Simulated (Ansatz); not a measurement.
# Au under changes of volume

One of the cells (17.651 Å³/atom); the others are scaled copies at fixed shape and fractional positions:

```xyz
2
Lattice="1.4113 -2.5559 0.0000 1.4113 2.5559 0.0000 0.0000 0.0000 4.8932" Properties=species:S:1:pos:R:3 pbc="T T T"
Au    1.4113    0.8451    1.2233
Au    1.4113   -0.8451    3.6699
```

This isn't the form of Au at room conditions, which is fcc.

```yaml
Program: Ansatz 0.2.0
Functional: LDA
Potentials_or_basis: all-electron LAPW, scalar-relativistic
Cutoff: 261 eV (chosen from the basis error)
Basis_error_allowed: 0.001 eV/atom
k_mesh: 11 × 11 × 6
Occupations: fermi-dirac, width 0.05 eV
Spin: no spin polarisation
```

| volume (Å³/atom) | energy over the lowest point (meV/atom) | pressure (GPa) | largest force (eV/Å) |
| --- | --- | --- | --- |
| 16.592 | 0.00 | 0.4 | 0.036 |
| 16.945 | 3.48 | -3.4 | 0.028 |
| 17.298 | 14.83 | -6.8 | 0.021 |
| 17.651 | ? | ? | ? |
| 18.004 | 57.06 | -12.1 | 0.007 |
| 18.357 | 86.18 | -14.3 | 0.000 |
| 18.710 | 119.66 | -16.1 | 0.007 |

What does the run at 17.651 Å³/atom give?

Energy over the lowest point 33.00 meV/atom; pressure -9.6 GPa; largest force 0.014 eV/Å.

Worked out: A Birch-Murnaghan fit of order 3 (a polynomial in V^(-2/3)) to the other rows has its minimum at 16.63 Å³/atom with B0 = V·E''(V) = 192 GPa and B' = 5.8 at fixed shape and positions, which overstates the stiffness. It gives 33.00 meV/atom at 17.651 Å³/atom, against the run's 33.00, and -dE/dV = -9.6 GPa, against -9.6.

Energies are extrapolated to zero smearing.
